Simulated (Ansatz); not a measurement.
The system is W.

```
CELL_PARAMETERS angstrom
2.80966 0.00000 0.00000
0.00000 4.86387 0.00000
0.00000 0.00000 4.92370
ATOMIC_POSITIONS crystal
W 0.79317 0.93684 0.75000
W 0.20683 0.43684 0.75000
W 0.20683 0.06316 0.25000
W 0.79317 0.56316 0.25000
```

This isn't the form of W at room conditions, which is bcc.

| Quantity | Value |
| --- | --- |
| Program | Ansatz 0.2.0 |
| Task | relaxation of cell and atoms |
| Functional | PBE |
| Potentials or basis | Ansatz PAW |
| Cutoff | 420 eV (not typed: the program's choice for these potentials) |
| k mesh | 7 × 5 × 5 |
| Occupations | fermi-dirac, width 0.05 eV |
| Spin | no spin polarisation |

At the start: volume 16.82 Å³/atom.

**Question.** Where does the relaxation end?

**Answer.** It ends after 13 steps and the volume is 16.59 Å³/atom (-1.4 %); space group Pbcm (No. 57, to 0.05 Å).

Step by step:
| step | energy change (eV) | largest force (eV/Å) | volume (Å³) |
| --- | --- | --- | --- |
| 1 | 0.0000 | 0.0220 | 67.29 |
| 2 | -0.0161 | 0.0701 | 66.44 |
| 3 | -0.0477 | 0.2751 | 65.03 |
| 4 | -0.0854 | 0.2584 | 63.37 |
| 5 | -0.2831 | 0.1246 | 66.85 |
| 6 | -0.3176 | 0.3011 | 66.45 |
| 7 | -0.3440 | 0.1057 | 66.40 |
| 8 | -0.3501 | 0.0685 | 65.91 |
| 9 | -0.3542 | 0.0258 | 66.32 |
| 10 | -0.3545 | 0.0116 | 66.29 |
| 11 | -0.3545 | 0.0072 | 66.37 |
| 12 | -0.3546 | 0.0003 | 66.34 |
| 13 | -0.3546 | 0.0003 | 66.34 |

Final structure:
```
W
1.0
     2.64130    0.00000    0.00000
     0.00000    5.23554    0.00000
     0.00000    0.00000    4.79740
W
4
Cartesian
  2.1306 4.7284 3.5981
  0.5107 2.1106 3.5981
  0.5107 0.5071 1.1994
  2.1306 3.1249 1.1994
```

Caveat: the plane-wave basis is chosen anew once the cell has moved, so the energies of steps on either side of that aren't comparable.
